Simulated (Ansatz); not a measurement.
Computed with Ansatz on PBE0-D4/def2-TZVP structures; ΔE is electronic, products minus reactants. CCSD(T)/CBS is the MP2 limit (def2-TZVPP, def2-QZVPP) plus CCSD(T) − MP2 in def2-TZVPP, frozen cores. One conformer a species, not always the lowest.

Reaction (substitution at a C–O bond): `CC(=O)OC(C)=O` + `CBO` → `CBOC(C)=O` + `CC(=O)O`

| species | SCS-MP2/def2-QZVPP energy (Eh) |
| --- | --- |
| `CC(=O)OC(C)=O` | -381.17633 |
| `CBO` | -141.01492 |
| `CBOC(C)=O` | -293.42687 |
| `CC(=O)O` | -228.77182 |

Question: Work out ΔE.

Answer: ΔE = (-293.42687) + (-228.77182) − (-381.17633) − (-141.01492) = -0.00744 Eh = -4.7 kcal/mol. CCSD(T)/CBS gives -5.0 kcal/mol.

Largest T1 diagnostic among the species: 0.015.

From PBE to PBE0 (25 % exact exchange), in def2-TZVPP and without D4, ΔE moves by −0.8 kcal/mol. Leaving LDA and LC-ωPBE aside and taking each functional with its dispersion term where it has one, the values, not all of them listed here, spread over 1.7 kcal/mol, from BHLYP-D4 to BLYP-D4. At CCSD(T), def2-SVP lies +1.4 kcal/mol from the extrapolated value and def2-TZVPP +0.2 kcal/mol.
